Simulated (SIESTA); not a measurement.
Crystal: TaN.

```
Ta N
1.0
     5.19600    0.00000    0.00000
    -2.59800    4.49987    0.00000
     0.00000    0.00000    2.91100
Ta N
3 3
Direct
  0.00000 0.00000 0.00000
  0.66667 0.33333 0.50000
  0.33333 0.66667 0.50000
  0.00000 0.39285 0.00000
  0.60715 0.60715 0.00000
  0.39285 0.00000 0.00000
```

Base run:

```yaml
Program: SIESTA 5.4.2
Functional: vdW-DF2
Potentials_or_basis: PseudoDojo 0.4 standard (PBE files)
Basis: DZP (energy shift 0.003 Ry; two zetas on semicore shells)
Grid_cutoff: 800 Ry
Energy_shift: 0.003 Ry
k_mesh: 6 × 6 × 9
Occupations: fermi-dirac, width 0.05 eV
Spin: no spin polarisation
```

Its results: band gap on the k mesh none (metal or under the smearing width); pressure 26.9 GPa; largest force 0.095 eV/Å.

**Question.** The run is repeated on the same cell with these changes: functional from vdW-DF2 to optB88-vdW. What comes out?

**Answer.** Band gap on the k mesh none (metal or under the smearing width); pressure 10.4 GPa; largest force 0.056 eV/Å.

Caveats: short orbitals over semicore shells can move pressures by several GPa; the potentials were made for another functional, which shifts forces and pressure; the basis of atomic orbitals isn't converged, which shifts pressures, moduli and gaps.
